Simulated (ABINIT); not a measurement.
The system is MoS2.

```
Mo S
1.0
     3.22746    0.00000    0.00000
    -1.61373    2.79507    0.00000
     0.00000    0.00000    6.31247
Mo S
1 2
Direct
  0.00000 0.00000 0.50000
  0.66667 0.33333 0.74468
  0.33333 0.66667 0.25532
```

Measurements of this composition are mostly on another form, of space group No. 194.

Base run:

```yaml
Program: ABINIT 10.8.3 (patched build)
Functional: PBE
Potentials_or_basis: JTH PAW PBE v2.0
Cutoff: 544 eV
k_mesh: 9 × 9 × 4
Occupations: fermi-dirac, width 0.05 eV
Spin: no spin polarisation
```

Its results: band gap on the k mesh none (metal or under the smearing width); pressure 1.1 GPa; largest force 0.287 eV/Å.

Task: After a change of settings the same cell gave: band gap on the k mesh none (metal or under the smearing width); pressure -0.2 GPa; largest force 0.343 eV/Å. Which change was it?
A. functional from PBE to SOGGA
B. functional from PBE to LDA-PZ; potentials or basis from JTH PAW PBE v2.0 to JTH PAW LDA v2.0
C. functional from PBE to HCTH407
D. functional from PBE to revPBE

Result: C.

Caveats: this functional lacks dispersion, which binds the layers, so the pressure and a relaxed spacing across them are unreliable (some runs); the PAW data sets were made with another functional, which shifts forces and pressure a little (some runs).
